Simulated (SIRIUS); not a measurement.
Runs of SIRIUS 7.12.0 on Pb. Symmetry: Im-3m, No. 229, cubic system. Conventional cell: a = 3.959 Å, b = 3.959 Å, c = 3.959 Å, α = 90.00°, β = 90.00°, γ = 90.00°. Pb (site symmetry m-3m) is surrounded by 8 Pb at 3.43 Å. This isn't the form of Pb at room conditions, which is fcc.

```csv
task,level,potentials or basis,spin,cell,k mesh,cutoff (eV),smearing,libxc names,energy tol,density tol,mixer,mixing beta,other keys,mesh quality,gap on the mesh (eV),pressure (GPa),V0 of scaled cells (Å³/atom),B0 (GPa)
single point,PBE,PseudoDojo 0.4.1 PBE standard (scalar relativistic),off,as given,9 × 9 × 9,765,fermi-dirac 0.05 eV,"["XC_GGA_X_PBE", "XC_GGA_C_PBE"]",1e-08 Ha,1e-06,anderson,0.7,-,not flagged,none,0.8,-,-
equation of state,N12,GBRV 1.5 PBE (ultrasoft),"collinear, ferromagnetic start",as given,6 × 6 × 6,557,gaussian 0.1 eV,"["XC_GGA_X_N12", "XC_GGA_C_N12"]",-,-,-,-,-,coarse,-,-,30.63,42
single point,rPW86PBE+D3(BJ),SSSP 1.3.0 PBE efficiency,"collinear, ferromagnetic start",as given,6 × 6 × 6,557,fermi-dirac 0.136 eV,"["XC_GGA_X_RPW86", "XC_GGA_C_PBE"]",1e-08 Ha,1e-06,anderson,0.5,parameters.ngridk = 6 × 6 × 6; settings.nprii_vloc = 50; …,coarse,none,(b),-,-
single point,PBE,PseudoDojo 0.4.1 PBE standard (scalar relativistic),off,cell strained at random at fixed volume,9 × 9 × 9,765,fermi-dirac 0.05 eV,"["XC_GGA_X_PBE", "XC_GGA_C_PBE"]",1e-08 Ha,1e-06,anderson,0.7,-,not flagged,none,1.5,-,-
equation of state,PBE,PseudoDojo 0.4.1 PBE standard (scalar relativistic),off,as given,9 × 9 × 9,765,fermi-dirac 0.05 eV,"["XC_GGA_X_PBE", "XC_GGA_C_PBE"]",-,-,-,-,-,not flagged,-,-,31.66,(a)
```

Task: Fill in the values left out.

Result: (a) 38; (b) 1.4.

Caveats: some runs use coarse meshes; the potentials were made for another functional, which shifts forces and pressure (some runs); pairwise dispersion overbinds metals, which lowers pressure and volume (some runs).

A k mesh can miss the band edges, and the runs leave out spin-orbit coupling on Pb.

A gap of «none» marks a metal or a gap under the smearing width.

The runs were made with more than one version of the program.
